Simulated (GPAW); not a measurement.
# Te2Mo (P6_3/mmc) in GPAW: band structure with r2SCAN

Aim: the band structure of Te2Mo with r2SCAN.

All numbers are computed with GPAW 26.7.0; they aren't measurements. Logs are shortened: lines on timing, memory, paths and dates and some standing lists are left out, and cuts for length are marked. The log counts tension as positive stress, the text compression.

**Measured values to compare with.**

“Broadband infrared study of pressure-tunable Fano resonance and metallization transition in 2H-MoTe2”, 2022, pmc:9569381 quotes, for a bulk crystal of Te2Mo at 300 K: band gap 0.88 ± 0.05 eV (indirect).

The runs below are set against these values where they give the same quantity.

## (1) Starting point

The structure is hexagonal, space group P6_3/mmc (No. 194). The conventional cell has a = 3.518 Å, b = 3.518 Å, c = 13.974 Å, α = 90.00°, β = 90.00°, γ = 120.00°. Te (site symmetry 3m) has 3 Mo at 2.72 Å as nearest neighbours. Around Mo (site symmetry -6m2) lie 6 Te at 2.72 Å.

## (2) Band structure, r2SCAN

run.py reads:

```python
from ase import Atoms
from ase.dft.bandgap import bandgap
from ase.io import write
from ase.units import GPa
from gpaw import GPAW, PW

atoms = Atoms(['Te', 'Te', 'Te', 'Te', 'Mo', 'Mo'],
              cell=[[3.5182, 0.0, 0.0],
                    [-1.7591, 3.0468505756, 0.0],
                    [0.0, 0.0, 13.9736]],
              scaled_positions=[[0.6666666667, 0.3333333333, 0.379],
                                [0.3333333333, 0.6666666667, 0.879],
                                [0.6666666667, 0.3333333333, 0.121],
                                [0.3333333333, 0.6666666667, 0.621],
                                [0.6666666667, 0.3333333333, 0.75],
                                [0.3333333333, 0.6666666667, 0.25]],
              pbc=True)

calc = GPAW(mode=PW(600),
            xc='MGGA_X_R2SCAN+MGGA_C_R2SCAN',
            kpts={'size': (6, 6, 2), 'gamma': True},
            occupations={'name': 'fermi-dirac', 'width': 0.05},
            nbands=46,
            convergence={'density': 1e-05, 'energy': 1e-05},
            maxiter=150,
            txt='gpaw.txt')
atoms.calc = calc
energy = atoms.get_potential_energy()
forces = atoms.get_forces()
stress = atoms.get_stress()
calc.write('gs.gpw')
write('result.traj', atoms)
print(f'Energy: {energy:.6f} eV')
print('Forces (eV/A):')
print(forces.round(4))
print('Stress (GPa):', (stress / GPa).round(3))
print('Fermi level:', round(calc.get_fermi_level(), 4), 'eV')
print(f'Gap: {bandgap(calc)[0]:.4f} eV, direct: {bandgap(calc, direct=True)[0]:.4f} eV')

path = atoms.cell.bandpath('GMKGALHA,LM,KH', npoints=100, eps=1e-4)
bs_calc = calc.fixed_density(kpts=path, symmetry='off', nbands=73,
                             convergence={'bands': 'CBM+6.0', 'eigenstates': 1e-6}, txt='bands.txt')
bs = bs_calc.band_structure()
bs.write('bs.json')
print(f'Gap on the path: {bandgap(bs_calc)[0]:.4f} eV')
```

Potentials or basis: GPAW PAW data sets (gpaw-data 1.2.1), pw.

Command:

```console
$ OMP_NUM_THREADS=1 python run.py
```

gpaw.txt:

```text
__  _  _
 | _ |_)|_||  |
 |__||  | ||/\| - 26.7.0

Input parameters:
  mode=PW(ecut=600.0),
  convergence={'density': 1e-05, 'energy': 1e-05},
  kpts=MonkhorstPack(size=(6, 6, 2), gamma=True),
  maxiter=150,
  nbands=46,
  occupations=Occupations(name='fermi-dirac', width=0.05),
  xc=XC(name='MGGA_X_R2SCAN+MGGA_C_R2SCAN')

Diagonalizing LCAO Hamiltonian
Converting LCAO to pw mode

        Te

           Mo

        Te

           Te

        Mo

           Te

Atoms  # Å, Bohr magnetons
|   | symbol |         x |        y |         z |    initial magnetic moments |
|---|--------|-----------|----------|-----------|-----------------------------|
| 0 |     Te |  1.759100 | 1.015617 |  5.295994 | ( 0.0000,  0.0000,  0.0000) |
| 1 |     Te | -0.000000 | 2.031234 | 12.282794 | ( 0.0000,  0.0000,  0.0000) |
| 2 |     Te |  1.759100 | 1.015617 |  1.690806 | ( 0.0000,  0.0000,  0.0000) |
| 3 |     Te | -0.000000 | 2.031234 |  8.677606 | ( 0.0000,  0.0000,  0.0000) |
| 4 |     Mo |  1.759100 | 1.015617 | 10.480200 | ( 0.0000,  0.0000,  0.0000) |
| 5 |     Mo | -0.000000 | 2.031234 |  3.493400 | ( 0.0000,  0.0000,  0.0000) |

Unit cell  # Å
| periodic |         x |        y |         z |   lengths |     angles |
|----------|-----------|----------|-----------|-----------|------------|
|      yes |  3.518200 | 0.000000 |  0.000000 |  3.518200 |  90.000000 |
|      yes | -1.759100 | 3.046851 |  0.000000 |  3.518200 |  90.000000 |
|      yes |  0.000000 | 0.000000 | 13.973600 | 13.973600 | 120.000000 |

Number of symmetries: 12
Symmetry operations  # r_c * U_cc + t_c -> r_c
|    | kind |            matrix            |
|----|------|------------------------------|
|  0 |  σ   |  1, 1, 0,  0,-1, 0,  0, 0, 1 |
|  1 |  S6  |  1, 1, 0, -1, 0, 0,  0, 0,-1 |
|  2 |  E   |  1, 0, 0,  0, 1, 0,  0, 0, 1 |
|  3 |  C2  |  1, 0, 0, -1,-1, 0,  0, 0,-1 |
|  4 |  C2  |  0, 1, 0,  1, 0, 0,  0, 0,-1 |
|  5 |  C3  |  0, 1, 0, -1,-1, 0,  0, 0, 1 |
|  6 |  S6  |  0,-1, 0,  1, 1, 0,  0, 0,-1 |
|  7 |  σ   |  0,-1, 0, -1, 0, 0,  0, 0, 1 |
|  8 |  σ   | -1, 0, 0,  1, 1, 0,  0, 0, 1 |
|  9 |  i   | -1, 0, 0,  0,-1, 0,  0, 0,-1 |
| 10 |  C3  | -1,-1, 0,  1, 0, 0,  0, 0, 1 |
| 11 |  C2  | -1,-1, 0,  0, 1, 0,  0, 0,-1 |

BZ-sampling:
  Number of BZ points: 72
  Number of IBZ points: 14

  Monkhorst-Pack size: [6, 6, 2]
  Monkhorst-Pack shift: [0.08333333333333333, 0.08333333333333333, 0.25]

K-points  # in reciprocal-cell coordinates
|     |                                coordinates |     weight |
|-----|--------------------------------------------|------------|
|   0 | (  0.00000000,   0.00000000,   0.00000000) | 0.01388889 |
|   1 | (  0.00000000,   0.00000000,   0.50000000) | 0.01388889 |
|   2 | (  0.16666667,   0.00000000,   0.00000000) | 0.08333333 |
|   3 | (  0.16666667,   0.00000000,   0.50000000) | 0.08333333 |
|   4 | (  0.33333333,  -0.16666667,   0.00000000) | 0.08333333 |
|   5 | (  0.33333333,  -0.16666667,   0.50000000) | 0.08333333 |
|   6 | (  0.33333333,   0.00000000,   0.00000000) | 0.08333333 |
|   7 | (  0.33333333,   0.00000000,   0.50000000) | 0.08333333 |
|   8 | (  0.33333333,   0.33333333,   0.00000000) | 0.02777778 |
|   9 | (  0.33333333,   0.33333333,   0.50000000) | 0.02777778 |
| ... |                                            |            |
|  13 | (  0.50000000,   0.50000000,   0.50000000) | 0.04166667 |

Plane wave coefficients: 5028
Cutoff: 600.0 eV

Spin-components: 1 (collinear spins)
Bands:           46
Projectors:      32
Spin-degeneracy: 2
Datatype:        complex128

Parallelization:
  kpt:    1
  domain: 1
  band:   1

Density:
  Valence electrons: 52.0
  Components: 1
  Grid points: [20 20 80]
  Charge: 0.0  # |e|

Potential:
  Grid points: [20 20 80]

species:
  Te:
    name:    Tellurium
    Z:       52.0
    valence: 6
    core:    46
    charge:  0.0  # [|e|]
    compensation charges:
      type: gauss
      rc: 0.36  # [Å]
      lmax: 2
    cutoffs:
      filter: 2.09  # [Å]
      core: 3.17  # [Å]
    projectors
    | kind |    occ | energy [eV] | rcut [Å] |
    |------|--------|-------------|----------|
    |   5s |  2.000 |     -15.089 |    1.180 |
    |   5p |  4.000 |      -5.955 |    1.196 |
    |    s |        |      12.123 |    1.180 |
    |    p |        |      21.256 |    1.196 |
    |    d |        |       0.000 |    1.238 |

    Using partial waves for Te as LCAO basis

  Mo:
    name:    Molybdenum
    Z:       42.0
    valence: 14
    core:    28
    charge:  0.0  # [|e|]
    compensation charges:
      type: gauss
      rc: 0.38  # [Å]
      lmax: 2
    cutoffs:
      filter: 2.16  # [Å]
      core: 1.42  # [Å]
    projectors
    | kind |    occ | energy [eV] | rcut [Å] |
    |------|--------|-------------|----------|
    |   4s |  2.000 |     -64.307 |    1.238 |
    |   5s |  1.000 |      -4.084 |    1.238 |
    |   4p |  6.000 |     -38.491 |    1.296 |
    |   5p |  0.000 |      -1.044 |    1.296 |
    |   4d |  5.000 |      -3.754 |    1.296 |
    |    d |        |      23.458 |    1.296 |

    Using partial waves for Mo as LCAO basis

Reference energy: -959430.878998  # eV

eigensolver:
  PPCG
  Converge bands: occupied
  niter=2

density mixing:
  MSR1-Mixer
  Pratt-step length: 0.05
  Maximum mixing coefficient: 0.75
  Old densities: 10
  SVD Regularization: 0.005
  Good broyden scale: 1.0
  Trust region scale: 1.0
  Backstep threshold: 4.0
  History deletion threshold: 6.0
  Fourier metric: weight=20.0, sigma=0.015

occupation numbers:
  Fermi-Dirac:
    width: 0.0500  # eV

poisson solver:
  ecut: 4800.0  # eV

xc functional:
  name: MGGA_X_R2SCAN+MGGA_C_R2SCAN with 2 nearest neighbor stencil

convergence criteria:
- Maximum integral of absolute [dens]ity change: 1e-05 electrons / valence electron
- Maximum [total energy] change in last 3 cyles: 1e-05 eV / valence electron
- Maximum integral of absolute [eigenst]ate change: 4e-08 eV^2 / valence electron
maximum number of iterations: 150

SCF iterations
|iter     | |      energy | eigst |  dens |
|---------|-|-------------|-------|-------|
|iter:   1| | -134.219940 | +0.51 |       |
|iter:   2| | -121.919872 | -1.14 | -1.10 |
|iter:   3| | -121.188675 | -1.19 | -1.12 |
|iter:   4| | -121.222842 | -2.10 | -1.59 |
|iter:   5| | -121.234762 | -2.66 | -1.81 |
|iter:   6| | -121.217036 | -3.07 | -1.93 |
|iter:   7| | -121.220989 | -3.98 | -2.78 |
|iter:   8| | -121.219247 | -4.78 | -2.73 |
|iter:   9| | -121.219353 | -5.38 | -3.27 |
|iter:  10| | -121.219353c| -6.61 | -3.89 |
|iter:  11| | -121.219353c| -7.67c| -4.47 |
|iter:  12| | -121.219353c| -8.15c| -5.15c|

Converged in 12 steps
Energy contributions relative to reference atoms: (reference = -959430.878998)

Energy contributions:
  Kinetic:         -15.909798
  Coulomb:           9.035835
  Zero:             -1.117749
  External:          0.000000
  Xc:             -113.227636
  Entropy:          -0.000010
  Spinorbit:         0.000000
  ----------------------------
  Free energy:    -121.219358
  Extrapolated:   -121.219353

dipole moment: (-0.000099, -0.000172, -0.000789)  # |e|*Ang

Fermi level: 8.481
Eigenvalues  # (at kpt = [0.000, 0.000, 0.000])
| band index |      eig [eV] | occ [0-2] |
|------------|---------------|-----------|
|          0 |       -54.799 |     2.000 |
|        ... |               |           |
|         18 |         6.119 |     2.000 |
|         19 |         6.904 |     2.000 |
|         20 |         6.904 |     2.000 |
|         21 |         6.941 |     2.000 |
|         22 |         6.941 |     2.000 |
|         23 |         6.980 |     2.000 |
[... 8 lines left out ...]
|         32 |        11.563 |     0.000 |
|         33 |        11.563 |     0.000 |
|        ... |               |           |
|         45 |        19.509 |     0.000 |

Gap: 0.931 eV
Transition (v -> c):
  (s=0, k=0, n=25, [0.00, 0.00, 0.00]) -> (s=0, k=4, n=26, [0.33, -0.17, 0.00])
Direct/indirect transitions are different
Direct gap: 1.118 eV
Transition at: (s=0, k=8, n=25, [0.33, 0.33, 0.00])

Forces  # eV/Ang
|        x |        y |        z |
|----------|----------|----------|
| -0.00000 | -0.00000 | -0.13331 |  # Te   0
|  0.00000 |  0.00000 | -0.13340 |  # Te   1
|  0.00000 |  0.00000 |  0.13340 |  # Te   2
|  0.00000 |  0.00000 |  0.13331 |  # Te   3
|  0.00000 | -0.00000 |  0.00006 |  # Mo   4
|  0.00000 |  0.00000 | -0.00006 |  # Mo   5

Stress tensor  # eV/Ang^3
|         x |         y |         z |
|-----------|-----------|-----------|
| -0.012715 |  0.000000 |  0.000000 |
|  0.000000 | -0.012715 |  0.000000 |
|  0.000000 |  0.000000 | -0.007376 |

# Writing to gs.gpw (mode='')
```

stdout:

```text
Energy: -121.219353 eV
Forces (eV/A):
[[-0.000e+00 -0.000e+00 -1.333e-01]
 [ 0.000e+00  0.000e+00 -1.334e-01]
 [ 0.000e+00  0.000e+00  1.334e-01]
 [ 0.000e+00  0.000e+00  1.333e-01]
 [ 0.000e+00 -0.000e+00  1.000e-04]
 [ 0.000e+00  0.000e+00 -1.000e-04]]
Stress (GPa): [-2.037 -2.037 -1.182  0.     0.     0.   ]
Fermi level: 8.4813 eV
Gap: 0.9308 eV, direct: 1.1179 eV
Gap on the path: 0.8168 eV
```

Wall time 14 min (1 thread of Arm Neoverse V2, shared host); peak memory 1.1 GiB.

What came out:

- Free energy: -121.2194 eV
- Pressure: 1.8 GPa
- Largest force: 0.133 eV/Å
- Band gap on the k mesh: 0.93 eV, indirect (least direct gap 1.12 eV)
- Band gap along the path: 0.82 eV, indirect (least direct gap 1.12 eV)

Forces in eV/Å, atoms in the order of the input:
```
Te   0.000  0.000 -0.133
Te   0.000  0.000 -0.133
Te   0.000  0.000  0.133
Te   0.000  0.000  0.133
Mo   0.000  0.000  0.000
Mo   0.000  0.000  0.000
```

Levels at the corners of the path, in eV from the valence-band top:
```
point  band 22  band 23  band 24  band 25  band 26  band 27  band 28  band 29  band 30  band 31
    Γ    -1.11    -1.11    -1.07    -0.42     0.00     3.01     3.01     3.15     3.15     3.25
    M    -1.96    -1.05    -0.99    -0.72    -0.43     1.33     1.40     1.56     1.89     2.86
    K    -3.32    -1.98    -1.98    -0.30    -0.07     1.04     1.04     1.27     2.28     2.44
    Γ    -1.11    -1.11    -1.07    -0.42     0.00     3.01     3.01     3.15     3.15     3.25
    A    -1.13    -1.13    -1.13    -0.11    -0.11     3.05     3.05     3.05     3.05     3.41
    L    -2.06    -1.00    -1.00    -0.58    -0.58     1.36     1.36     1.74     1.74     3.30
    H    -2.93    -2.14    -2.14    -0.21    -0.21     1.05     1.05     1.73     1.73     2.50
    A    -1.13    -1.13    -1.13    -0.11    -0.11     3.05     3.05     3.05     3.05     3.41
    L    -2.06    -1.00    -1.00    -0.58    -0.58     1.36     1.36     1.74     1.74     3.30
    M    -1.96    -1.05    -0.99    -0.72    -0.43     1.33     1.40     1.56     1.89     2.86
    K    -3.32    -1.98    -1.98    -0.30    -0.07     1.04     1.04     1.27     2.28     2.44
    H    -2.93    -2.14    -2.14    -0.21    -0.21     1.05     1.05     1.73     1.73     2.50
```

Caveat: the PAW data sets were made with another functional, which shifts forces and pressure a little; spin-orbit coupling is left out, which moves the levels of the heavy elements; the mesh misses the band edges, which the band path finds closer together.

## (3) How close it comes

Step 2. Against the measured gap of Te2Mo, 0.88 eV (indirect; 300 K; quoted in “Broadband infrared study of pressure-tunable Fano resonance and metallization transition in 2H-MoTe2”, 2022, pmc:9569381), the calculated 0.82 eV is off by -0.06 eV. Spin-orbit coupling on Mo, Te is left out. The value is that of r2SCAN, without temperature or zero-point motion.
